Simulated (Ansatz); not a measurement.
input.yaml

```yaml
crystal:
  lattice:
    - [3.02662, 0.0, 0.0]
    - [0.0, 3.2735, 0.0]
    - [0.0, 0.0, 4.69776]
  atoms:
    - { symbol: Si, position: [0.5, 0.5, 0.8423] }
    - { symbol: Si, position: [0.0, 0.0, 0.1577] }
    - { symbol: Ni, position: [0.5, 0.5, 0.34422] }
    - { symbol: Ni, position: [0.0, 0.0, 0.65578] }
basis:
  ecutwfc: 500
kpoints:
  mp_grid: { grid: [14, 12, 10] }
hamiltonian:
  xc: r2scan
scf:
  occupations: { method: gaussian, width: 0.1 }
output:
  forces: true
  stress: true
  eigenvalues: true
relax:
  adjacent_minimum: "off"
  f_tol: 0.005
  max_steps: 80
  cell: { stress_tol: 0.05 }
```

Command:
```bash
ansatz run input.yaml --threads 1 --pin off --max-ram 2560MiB --backend cpu --events-out ev --progress --plain --runs-dir out
```

Method: Ansatz 0.2.0, DFT r2SCAN, scalar-relativistic, plane waves, PAW.

From the run's log, abridged:

```
Pseudopotentials: kind: paw
Pseudopotential: Si, paw, valence charge 4, recommended cutoff 500 eV (meta_gga)
Pseudopotential: Ni, paw, valence charge 18, recommended cutoff 500 eV (meta_gga)
Functional definition: r2SCAN
Crystal: 4 atoms, lattice volume = 46.544 Å³
Basis set: ecut = 500 eV, 1189 PW (Γ), exchange–correlation on 96×96×144 points (64 copies of the dense FFT grid, shifted against one another)
Bands: 27, of which v1, the nominal top of the filled ones, is band 22 counted from 1 (21 counted from 0)
Symmetry: 8 space group operations
Space group: Pmmn (ITA 59), of the structure as read, at distance tolerance 3.6e-5 Å
k-points: 336 of 1680
Initial density: superposition of atomic densities (neutral atoms: chi_scale 0, normalization atom), corrected by the library's trained network
Initial wavefunctions: pseudopotential atomic-orbital guess
Functional: x = r2scan, c = r2scan; τ floored in thin density (d = 2e-4 eV/Å³)
SCF iter   1: F=—  HF=-12970.247103 eV  |F-HF|=—  |Δ(HF+E_count)|=         —  Δρ=3.13e-2  dr2=4.04e-1  dr2_τ=1.12e-1  ethr=1.77e-3  ⟨swp⟩=5.3  Hψ=38799  notcnv=0
SCF iter   2: F=—  HF=-12970.383012 eV  |F-HF|=—  |Δ(HF+E_count)|=   1.36e-1  Δρ=2.54e-2  dr2=1.53e-1  dr2_τ=2.16e-3  ethr=9.18e-4  ⟨swp⟩=3.0  Hψ=17702  notcnv=0  defer=247
SCF iter   3: F=—  HF=-12970.354357 eV  |F-HF|=—  |Δ(HF+E_count)|=   2.87e-2  Δρ=8.01e-3  dr2=3.12e-2  dr2_τ=8.27e-5  ethr=3.49e-4  ⟨swp⟩=2.1  Hψ=13919  notcnv=0  defer=247
SCF iter   4: F=—  HF=-12970.350264 eV  |F-HF|=—  |Δ(HF+E_count)|=   4.09e-3  Δρ=2.30e-3  dr2=1.45e-3  dr2_τ=1.79e-5  ethr=7.09e-5  ⟨swp⟩=1.3  Hψ=12138  notcnv=0  defer=242
SCF iter   5: F=—  HF=-12970.350404 eV  |F-HF|=—  |Δ(HF+E_count)|=   1.40e-4  Δρ=1.59e-3  dr2=6.65e-4  dr2_τ=7.24e-6  ethr=3.28e-6  ⟨swp⟩=2.0  Hψ=15308  notcnv=0  defer=242
SCF iter   6: F=—  HF=-12970.350362 eV  |F-HF|=—  |Δ(HF+E_count)|=   4.22e-5  Δρ=4.04e-4  dr2=5.15e-5  dr2_τ=4.16e-7  ethr=1.51e-6  ⟨swp⟩=2.0  Hψ=12913  notcnv=0  defer=242
SCF iter   7: F=—  HF=-12970.350366 eV  |F-HF|=—  |Δ(HF+E_count)|=   4.71e-6  Δρ=1.79e-4  dr2=8.52e-6  dr2_τ=5.59e-8  ethr=1.17e-7  ⟨swp⟩=2.0  Hψ=10647  notcnv=0  defer=242
SCF iter   8: F=—  HF=-12970.350367 eV  |F-HF|=—  |Δ(HF+E_count)|=   2.09e-7  Δρ=1.96e-5  dr2=1.67e-7  dr2_τ=1.92e-9  ethr=1.94e-8  ⟨swp⟩=2.5  Hψ=13740  notcnv=0  defer=242
SCF iter   9: F=-12970.350367 eV  HF=-12970.350367 eV  |F-HF|=4.86e-9  |Δ(HF+E_count)|=   7.43e-8  Δρ=1.40e-5  dr2=6.64e-8  dr2_τ=5.84e-10  ethr=2.27e-10  ⟨swp⟩=8.0  Hψ=39036  notcnv=0
SCF 1 converged in 9 iterations: F = -12970.350367 eV  dr2 = 6.64e-8
relax step   1: F+E_penalty+E_count = -12970.35036658 eV  Δ(F+E_penalty+E_count) = +0.000e0 eV  max|allowed force component| = 1.486e-1 eV/Å  Δτ_max = 0.0000 Å  P = -4.827 GPa  Ω = 46.544 Å³  (9 SCF iters, dr2 threshold 1.00e-7 eV, accepted)
Crystal: 4 atoms, lattice volume = 45.828 Å³
Basis set: ecut = 500 eV, 1169 PW (Γ), exchange–correlation on 96×96×144 points (64 copies of the dense FFT grid, shifted against one another)
Initial density: handed on by an earlier stage of this run
Initial wavefunctions: those handed on with the density
SCF iter   1: F=—  HF=-12970.359606 eV  |F-HF|=—  |Δ(HF+E_count)|=         —  Δρ=2.60e-3  dr2=1.72e-3  dr2_τ=4.74e-3  ethr=4.52e-6  ⟨swp⟩=1.6  Hψ=44409  notcnv=0
SCF iter   2: F=—  HF=-12970.366991 eV  |F-HF|=—  |Δ(HF+E_count)|=   7.39e-3  Δρ=2.71e-3  dr2=2.02e-3  dr2_τ=1.39e-5  ethr=3.90e-6  ⟨swp⟩=2.0  Hψ=16486  notcnv=0
SCF iter   3: F=—  HF=-12970.366688 eV  |F-HF|=—  |Δ(HF+E_count)|=   3.03e-4  Δρ=4.66e-4  dr2=9.69e-5  dr2_τ=1.20e-6  ethr=3.90e-6  ⟨swp⟩=2.0  Hψ=12066  notcnv=0
SCF iter   4: F=—  HF=-12970.366682 eV  |F-HF|=—  |Δ(HF+E_count)|=   6.60e-6  Δρ=2.67e-4  dr2=3.05e-5  dr2_τ=5.47e-7  ethr=2.20e-7  ⟨swp⟩=2.1  Hψ=13676  notcnv=0
SCF iter   5: F=—  HF=-12970.366682 eV  |F-HF|=—  |Δ(HF+E_count)|=   6.64e-7  Δρ=1.55e-4  dr2=8.60e-6  dr2_τ=2.99e-8  ethr=6.94e-8  ⟨swp⟩=2.0  Hψ=13935  notcnv=0
SCF iter   6: F=—  HF=-12970.366682 eV  |F-HF|=—  |Δ(HF+E_count)|=   8.01e-7  Δρ=4.16e-5  dr2=4.28e-7  dr2_τ=2.82e-9  ethr=1.95e-8  ⟨swp⟩=2.1  Hψ=12677  notcnv=0
SCF iter   7: F=-12970.366682 eV  HF=-12970.366682 eV  |F-HF|=7.58e-8  |Δ(HF+E_count)|=   8.61e-8  Δρ=2.12e-5  dr2=1.00e-7  dr2_τ=3.74e-10  ethr=9.09e-10  ⟨swp⟩=5.0  Hψ=38824  notcnv=0
SCF 2 converged in 7 iterations: F = -12970.366682 eV  dr2 = 1.00e-7
relax step   2: F+E_penalty+E_count = -12970.36668165 eV  Δ(F+E_penalty+E_count) = -1.632e-2 eV  max|allowed force component| = 9.977e-2 eV/Å  Δτ_max = 0.0047 Å  P = -2.105 GPa  Ω = 45.828 Å³  energy of the carried Pulay correction = +4.749e-4 eV  (7 SCF iters, dr2 threshold 4.00e-7 eV, accepted)
Crystal: 4 atoms, lattice volume = 45.300 Å³
Basis set: ecut = 500 eV, 1149 PW (Γ), exchange–correlation on 96×96×144 points (64 copies of the dense FFT grid, shifted against one another)
SCF iter   1: F=—  HF=-12970.366547 eV  |F-HF|=—  |Δ(HF+E_count)|=         —  Δρ=2.48e-3  dr2=2.07e-3  dr2_τ=3.67e-3  ethr=5.10e-6  ⟨swp⟩=1.3  Hψ=44207  notcnv=0
SCF iter   2: F=—  HF=-12970.371002 eV  |F-HF|=—  |Δ(HF+E_count)|=   4.46e-3  Δρ=2.49e-3  dr2=1.64e-3  dr2_τ=1.34e-5  ethr=4.71e-6  ⟨swp⟩=2.0  Hψ=16456  notcnv=0
SCF iter   3: F=—  HF=-12970.370752 eV  |F-HF|=—  |Δ(HF+E_count)|=   2.50e-4  Δρ=5.18e-4  dr2=2.16e-4  dr2_τ=1.35e-6  ethr=3.72e-6  ⟨swp⟩=2.0  Hψ=12132  notcnv=0
SCF iter   4: F=—  HF=-12970.370718 eV  |F-HF|=—  |Δ(HF+E_count)|=   3.43e-5  Δρ=1.95e-4  dr2=3.07e-5  dr2_τ=5.56e-7  ethr=4.90e-7  ⟨swp⟩=2.7  Hψ=14178  notcnv=0
SCF iter   5: F=—  HF=-12970.370715 eV  |F-HF|=—  |Δ(HF+E_count)|=   2.67e-6  Δρ=1.20e-4  dr2=5.28e-6  dr2_τ=4.34e-8  ethr=6.98e-8  ⟨swp⟩=2.2  Hψ=14000  notcnv=0
SCF iter   6: F=—  HF=-12970.370715 eV  |F-HF|=—  |Δ(HF+E_count)|=   3.39e-7  Δρ=6.09e-5  dr2=9.14e-7  dr2_τ=4.23e-9  ethr=1.20e-8  ⟨swp⟩=2.0  Hψ=14056  notcnv=0
SCF iter   7: F=-12970.370714 eV  HF=-12970.370715 eV  |F-HF|=2.08e-7  |Δ(HF+E_count)|=   6.50e-8  Δρ=3.28e-5  dr2=2.65e-7  dr2_τ=7.68e-10  ethr=9.09e-10  ⟨swp⟩=5.4  Hψ=41043  notcnv=0
SCF 3 converged in 7 iterations: F = -12970.370714 eV  dr2 = 2.65e-7
relax step   3: F+E_penalty+E_count = -12970.37071448 eV  Δ(F+E_penalty+E_count) = -4.033e-3 eV  max|allowed force component| = 1.858e-2 eV/Å  Δτ_max = 0.0029 Å  P = +0.131 GPa  Ω = 45.300 Å³  energy of the carried Pulay correction = +8.296e-4 eV  (7 SCF iters, dr2 threshold 4.00e-7 eV, accepted)
Crystal: 4 atoms, lattice volume = 45.308 Å³
Basis set: ecut = 500 eV, 1153 PW (Γ), exchange–correlation on 96×96×144 points (64 copies of the dense FFT grid, shifted against one another)
SCF iter   1: F=—  HF=-12970.370674 eV  |F-HF|=—  |Δ(HF+E_count)|=         —  Δρ=2.90e-4  dr2=6.09e-5  dr2_τ=1.44e-4  ethr=1.45e-7  ⟨swp⟩=2.0  Hψ=43021  notcnv=0
SCF iter   2: F=—  HF=-12970.370783 eV  |F-HF|=—  |Δ(HF+E_count)|=   1.09e-4  Δρ=1.80e-4  dr2=1.42e-5  dr2_τ=2.46e-7  ethr=1.38e-7  ⟨swp⟩=2.0  Hψ=16369  notcnv=0
SCF iter   3: F=—  HF=-12970.370784 eV  |F-HF|=—  |Δ(HF+E_count)|=   7.62e-7  Δρ=2.34e-4  dr2=2.06e-5  dr2_τ=9.83e-8  ethr=3.22e-8  ⟨swp⟩=2.4  Hψ=14592  notcnv=0
SCF iter   4: F=—  HF=-12970.370781 eV  |F-HF|=—  |Δ(HF+E_count)|=   2.70e-6  Δρ=5.83e-5  dr2=1.37e-6  dr2_τ=2.87e-8  ethr=3.22e-8  ⟨swp⟩=2.0  Hψ=12291  notcnv=0
SCF iter   5: F=-12970.370781 eV  HF=-12970.370781 eV  |F-HF|=4.41e-8  |Δ(HF+E_count)|=   1.74e-7  Δρ=2.97e-5  dr2=2.02e-7  dr2_τ=1.59e-9  ethr=4.98e-10  ⟨swp⟩=4.1  Hψ=42668  notcnv=0
the search or the solves at the SCF's close seem to have found levels that the self-consistency loop had missed (the run counts 1). By its estimate they hold under 1e-12 electrons; where the run keeps them, the occupations were computed again with them
SCF 4 converged in 5 iterations: F = -12970.370781 eV  dr2 = 2.02e-7
relax step   4: F+E_penalty+E_count = -12970.37078083 eV  Δ(F+E_penalty+E_count) = -6.635e-5 eV  max|allowed force component| = 9.914e-3 eV/Å  Δτ_max = 0.0010 Å  P = +0.041 GPa  Ω = 45.308 Å³  energy of the carried Pulay correction = +8.242e-4 eV  (5 SCF iters, dr2 threshold 2.19e-7 eV, accepted)
Crystal: 4 atoms, lattice volume = 45.313 Å³
SCF iter   1: F=—  HF=-12970.370548 eV  |F-HF|=—  |Δ(HF+E_count)|=         —  Δρ=3.49e-4  dr2=7.90e-5  dr2_τ=3.17e-4  ethr=1.84e-7  ⟨swp⟩=2.0  Hψ=43107  notcnv=0
SCF iter   2: F=—  HF=-12970.370802 eV  |F-HF|=—  |Δ(HF+E_count)|=   2.54e-4  Δρ=2.52e-4  dr2=1.65e-5  dr2_τ=3.68e-7  ethr=1.79e-7  ⟨swp⟩=2.0  Hψ=16476  notcnv=0
SCF iter   3: F=—  HF=-12970.370801 eV  |F-HF|=—  |Δ(HF+E_count)|=   5.30e-7  Δρ=2.11e-4  dr2=1.82e-5  dr2_τ=1.00e-7  ethr=3.76e-8  ⟨swp⟩=2.6  Hψ=15291  notcnv=0
SCF iter   4: F=—  HF=-12970.370800 eV  |F-HF|=—  |Δ(HF+E_count)|=   1.49e-6  Δρ=5.96e-5  dr2=1.39e-6  dr2_τ=4.81e-8  ethr=3.76e-8  ⟨swp⟩=2.3  Hψ=12558  notcnv=0
SCF iter   5: F=—  HF=-12970.370800 eV  |F-HF|=—  |Δ(HF+E_count)|=   4.95e-8  Δρ=3.08e-5  dr2=2.17e-7  dr2_τ=1.66e-9  ethr=3.15e-9  ⟨swp⟩=2.5  Hψ=15104  notcnv=0
SCF iter   6: F=-12970.370800 eV  HF=-12970.370800 eV  |F-HF|=2.96e-9  |Δ(HF+E_count)|=   1.08e-8  Δρ=6.97e-6  dr2=1.65e-8  dr2_τ=2.10e-10  ethr=3.94e-11  ⟨swp⟩=4.0  Hψ=42789  notcnv=0
SCF 5 converged in 6 iterations: F = -12970.370800 eV  dr2 = 1.65e-8
relax step   5: F+E_penalty+E_count = -12970.37079975 eV  Δ(F+E_penalty+E_count) = -1.892e-5 eV  max|allowed force component| = 9.875e-3 eV/Å  Δτ_max = 0.0016 Å  P = +0.045 GPa  Ω = 45.313 Å³  energy of the carried Pulay correction = +8.207e-4 eV  (6 SCF iters, dr2 threshold 1.74e-8 eV, accepted)
Crystal: 4 atoms, lattice volume = 45.312 Å³
SCF iter   1: F=—  HF=-12970.370751 eV  |F-HF|=—  |Δ(HF+E_count)|=         —  Δρ=1.88e-4  dr2=2.08e-5  dr2_τ=7.31e-5  ethr=4.57e-8  ⟨swp⟩=2.2  Hψ=44209  notcnv=0
SCF iter   2: F=—  HF=-12970.370817 eV  |F-HF|=—  |Δ(HF+E_count)|=   6.64e-5  Δρ=1.35e-4  dr2=5.00e-6  dr2_τ=9.33e-8  ethr=4.57e-8  ⟨swp⟩=2.0  Hψ=16475  notcnv=0
SCF iter   3: F=—  HF=-12970.370817 eV  |F-HF|=—  |Δ(HF+E_count)|=   2.57e-7  Δρ=1.15e-4  dr2=5.65e-6  dr2_τ=3.08e-8  ethr=1.14e-8  ⟨swp⟩=2.4  Hψ=14522  notcnv=0
SCF iter   4: F=—  HF=-12970.370817 eV  |F-HF|=—  |Δ(HF+E_count)|=   4.30e-7  Δρ=3.22e-5  dr2=3.91e-7  dr2_τ=1.17e-8  ethr=1.14e-8  ⟨swp⟩=2.3  Hψ=12607  notcnv=0
SCF iter   5: F=—  HF=-12970.370817 eV  |F-HF|=—  |Δ(HF+E_count)|=   1.85e-8  Δρ=1.63e-5  dr2=6.55e-8  dr2_τ=7.64e-10  ethr=8.88e-10  ⟨swp⟩=2.5  Hψ=14535  notcnv=0
SCF iter   6: F=-12970.370817 eV  HF=-12970.370817 eV  |F-HF|=3.91e-10  |Δ(HF+E_count)|=   3.96e-9  Δρ=2.73e-6  dr2=2.88e-9  dr2_τ=4.88e-11  ethr=5.04e-11  ⟨swp⟩=5.0  Hψ=36112  notcnv=0
SCF 6 converged in 6 iterations: F = -12970.370817 eV  dr2 = 2.88e-9
relax step   6: F+E_penalty+E_count = -12970.37081689 eV  Δ(F+E_penalty+E_count) = -1.715e-5 eV  max|allowed force component| = 8.309e-4 eV/Å  Δτ_max = 0.0007 Å  P = -0.001 GPa  Ω = 45.312 Å³  energy of the carried Pulay correction = +8.215e-4 eV  (6 SCF iters, dr2 threshold 2.22e-8 eV, accepted)
Initial wavefunctions: pseudopotential atomic-orbital guess (no wavefunctions were taken with the density)
SCF iter   1: F=—  HF=-12970.370062 eV  |F-HF|=—  |Δ(HF+E_count)|=         —  Δρ=7.05e-5  dr2=5.87e-7  dr2_τ=7.02e-7  ethr=2.99e-7  ⟨swp⟩=3.0  Hψ=62713  notcnv=0
SCF iter   2: F=—  HF=-12970.370062 eV  |F-HF|=—  |Δ(HF+E_count)|=   8.13e-7  Δρ=1.45e-4  dr2=5.96e-6  dr2_τ=9.02e-8  ethr=1.33e-9  ⟨swp⟩=2.1  Hψ=16558  notcnv=0
SCF iter   3: F=—  HF=-12970.370062 eV  |F-HF|=—  |Δ(HF+E_count)|=   1.17e-7  Δρ=6.07e-5  dr2=8.26e-7  dr2_τ=5.61e-8  ethr=1.33e-9  ⟨swp⟩=2.0  Hψ=16525  notcnv=0
SCF iter   4: F=—  HF=-12970.370062 eV  |F-HF|=—  |Δ(HF+E_count)|=   3.42e-7  Δρ=1.24e-5  dr2=2.60e-8  dr2_τ=6.91e-10  ethr=1.33e-9  ⟨swp⟩=2.0  Hψ=15758  notcnv=0
SCF iter   5: F=—  HF=-12970.370062 eV  |F-HF|=—  |Δ(HF+E_count)|=   5.76e-8  Δρ=6.22e-6  dr2=1.23e-8  dr2_τ=2.64e-10  ethr=5.91e-11  ⟨swp⟩=2.0  Hψ=15997  notcnv=0
SCF iter   6: F=—  HF=-12970.370062 eV  |F-HF|=—  |Δ(HF+E_count)|=  7.35e-10  Δρ=7.74e-7  dr2=2.59e-10  dr2_τ=7.19e-12  ethr=2.81e-11  ⟨swp⟩=2.5  Hψ=13527  notcnv=0
SCF iter   7: F=-12970.370062 eV  HF=-12970.370062 eV  |F-HF|=1.82e-11  |Δ(HF+E_count)|=  1.46e-10  Δρ=1.94e-7  dr2=1.57e-11  dr2_τ=1.18e-12  ethr=1.00e-12  ⟨swp⟩=3.9  Hψ=42038  notcnv=0
SCF 7 converged in 7 iterations: F = -12970.370062 eV  dr2 = 1.57e-11
SCF converged after 7 iterations
Free energy (F): -12970.370062 eV
Harris-Foulkes:  -12970.370062 eV  (|F-HF|=1.82e-11)
Internal energy: -12970.364381 eV  (E = F + TS)
E sigma→0 (E₀):  -12970.367221 eV
Entropy (-TS):   -0.005681 eV (-1.420 meV/atom)
Fermi energy:    16.170350 eV
--- Per-component energies (eV) ---
  E_band       = -644.068448
  E_kinetic    = 658.703381
  E_local      = -8885.474987  (includes V_loc(G=0)·N_el)
  E_nonlocal   = 1329.024001
  E_hartree    = 3852.632092
  E_xc         = -265.863327
  E_vxc        = -342.561233  (∫ρ·V_xc dr)
  E_paw        = -4329.887291  (= ΣΔE_a)
  E_vpaw       = -1131.424351  (= ΣTr[D̂ρ^β])
  E_aug_tail   = 0.000503  (compensation charges beyond the density's cutoff)
  E_vtau       = 22.400106  (kinetic-family band-sum trace: ∫τ·v_τ [+ j·A + Jᵃ·Aᵃ] dr)
  E_ewald      = -5328.745750
  E_core_change = -0.753003  (= ΣΔE_core)
  E_smearing   = -0.005681  (= −TS)
--- Forces (eV/Å), atoms counted from 1 ---
  atom   1  Si     0.00000000     0.00000000    -0.00085193
  atom   2  Si     0.00000000     0.00000000     0.00085193
  atom   3  Ni     0.00000000     0.00000000     0.00043926
  atom   4  Ni     0.00000000     0.00000000    -0.00043926
--- Stress (GPa, compression-positive) ---
       -0.025957       0.000000       0.000000
        0.000000      -0.016851       0.000000
        0.000000       0.000000      -0.012105
  P = ⅓ Tr σ = -0.0183 GPa (-0.183 kbar)
--- Band table (eV; the first three rows and the last of 336) ---
  k-point 0: bands = ["-91.5336", "-91.5237", "-50.5742", "-50.5449", "-50.4621", "-50.4226", "-50.3863", "-50.3546", "1.3043", "7.5108", "9.1830", "11.6606", "12.3099", "12.9734", "13.2044", "13.2133", "13.2730", "13.3944", "13.6884", "14.0788", "14.1264", "14.9283", "17.0994", "19.4731", "21.7397", "21.8846", "23.6647"]
  k-point 1: bands = ["-91.5336", "-91.5237", "-50.5742", "-50.5450", "-50.4621", "-50.4226", "-50.3862", "-50.3545", "1.3614", "7.1154", "9.4429", "11.6835", "12.2880", "12.9746", "13.2089", "13.2446", "13.2838", "13.3291", "13.6492", "14.1215", "14.2775", "15.1060", "17.2231", "19.4401", "21.4707", "21.7171", "23.3321"]
  k-point 2: bands = ["-91.5336", "-91.5237", "-50.5741", "-50.5452", "-50.4621", "-50.4226", "-50.3862", "-50.3546", "1.5251", "6.3573", "9.8400", "11.7442", "12.2289", "12.9788", "13.1790", "13.2063", "13.2208", "13.3416", "13.5527", "14.1083", "14.9704", "15.5582", "17.5685", "19.3535", "20.6185", "21.6587", "22.5903"]
  k-point 335: bands = ["-91.5276", "-91.5276", "-50.5581", "-50.5581", "-50.4540", "-50.4540", "-50.3775", "-50.3775", "8.4807", "8.4807", "8.8962", "8.8962", "10.8977", "10.8977", "12.3258", "12.3258", "13.1635", "13.1635", "13.9605", "13.9605", "14.4968", "14.4968", "15.7593", "15.7593", "17.3084", "17.3084", "24.7464"]
--- Relaxed structure (6 steps of the walk, 6 accepted, 1 SCFs on fresh bases) ---
  F+E_penalty+E_count = -12970.37006201 eV   max|allowed force component| = 8.519e-4 eV/Å   (the final SCF, on the basis selected at the relaxed cell)
  cell:  # Å, volume = 45.3123 Å³
    - [2.98625020, 0.0, 0.0]
    - [0.0, 3.25077784, 0.0]
    - [0.0, 0.0, 4.66769556]
  atoms:
    - { symbol: Si, position: [0.5, 0.49999999, 0.84365205] }
    - { symbol: Si, position: [0.0, 0.0, 0.15634794] }
    - { symbol: Ni, position: [0.5, 0.49999999, 0.34321387] }
    - { symbol: Ni, position: [0.0, 0.0, 0.65678612] }
```

The relaxation met its thresholds.

It took 6.8 min on 1 thread of Arm Neoverse V1 (shared host), peak memory 0.75 GiB.